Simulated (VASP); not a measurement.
# C: relaxation of cell and atoms with PBE

The system is C, a slab with vacuum.

```
C
1.0
     2.46689    0.00000    0.00000
    -1.23344    2.13639    0.00000
     0.00000    0.00000   18.00000
C
2
Direct
  0.00000 0.00000 0.50000
  0.66667 0.33333 0.50000
```

The slab is cut from a database's or a generator's crystal, which needn't be the stable form of the element.

```
Program                : VASP 6.6.1
Task                   : relaxation of cell and atoms
Functional             : PBE
Potentials or basis    : VASP PAW PBE potentials, release 64 (C)
Cutoff                 : 600 eV
k mesh                 : 15 × 15 × 1
Occupations            : gaussian, width 0.03 eV
Spin                   : no spin polarisation
Further INCAR settings : ALGO = Normal; EDIFF = 1e-07; IBRION = 2; EDIFFG = -0.005; NSW = 90; ISIF = 3
```

The band gap on the k mesh is none (metal or under the smearing width).

Final structure:
```
CELL_PARAMETERS angstrom
2.46689 0.00000 0.00000
-1.23344 2.13639 0.00000
0.00000 0.00000 18.00000
ATOMIC_POSITIONS crystal
C 0.00000 0.00000 0.50000
C 0.66667 0.33333 0.50000
```

Levels at points of the mesh, in eV from the Fermi level:
```csv
k point,band 1,band 2,band 3,band 4,band 5,band 6,band 7,band 8
"(0.00, 0.00, 0.00)",-19.51,-7.61,-3.05,-3.05,3.26,4.09,4.50,5.69
```

Run time: 17 s on 1 thread of Intel(R) Xeon(R) 6975P-C (Granite Rapids), on a shared host, peak memory 0.22 GiB.

Caveat: the relaxation stopped at its first step, so nothing moved.
